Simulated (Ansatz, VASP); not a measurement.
**Two plane-wave programs on InP**

Contents of INCAR:

```
  PREC = Accurate
  ENCUT = 600
  EDIFF = 1E-6
  ISMEAR = -1
  SIGMA = 0.05
  LREAL = F
  LASPH = T
  NELM = 80
  ALGO = Normal
  ISIF = 3
  LWAVE = F
  LCHARG = F
  GGA = CA
  IBRION = 2
  NSW = 60
  EDIFFG = -0.005
```

KPOINTS

```
Automatic mesh
0
Gamma
  11 11 11
```

POSCAR

```
InP
1.0
    0.0000000000      2.9685087443      2.9685087443
    2.9685087443      0.0000000000      2.9685087443
    2.9685087443      2.9685087443      0.0000000000
In P
1 1
Direct
    0.0000000000      0.0000000000      0.0000000000
    0.2500000000      0.2500000000      0.2500000000
```

Input for Ansatz:

```yaml
crystal:
  lattice:
    - [0.0, 2.9685087443, 2.9685087443]
    - [2.9685087443, 0.0, 2.9685087443]
    - [2.9685087443, 2.9685087443, 0.0]
  atoms:
    - { symbol: In, position: [0.0, 0.0, 0.0] }
    - { symbol: P, position: [0.25, 0.25, 0.25] }
kpoints:
  mp_grid: { grid: [11, 11, 11] }
scf:
  occupations: { method: fermi_dirac, width: 0.05 }
hamiltonian:
  xc: lda
  pseudopotentials: { kind: paw }
output:
  forces: true
  stress: true
  write_density: true
  write_potential: true
  elf: true
  volumetric_format: npy
relax:
  f_tol: 0.005
  max_steps: 40
  cell: {}
```

Alike in both runs: task relaxation of cell and atoms; functional LDA; k mesh 11 × 11 × 11; occupations fermi-dirac, width 0.05 eV; no spin polarisation.

```csv
,VASP,Ansatz
version,VASP 6.6.1,Ansatz 0.2.0
potentials or method,"VASP PAW LDA potentials, release 64 (In_d, P)","PAW with Ansatz's default frozen-core files, scalar-relativistic"
plane-wave cutoff (eV),600,420
valence electrons in the cell,18,18
```

Ansatz gave:

* relaxed volume (Å³/atom): 24.73
* relaxed cell length with the largest relative difference (Å): 4.120
* energy change over the relaxation (meV/atom): -16

Question: Which values does VASP return?

Answer: Relaxed volume (Å³/atom): 24.76; relaxed cell length with the largest relative difference (Å): 4.122; energy change over the relaxation (meV/atom): -16.
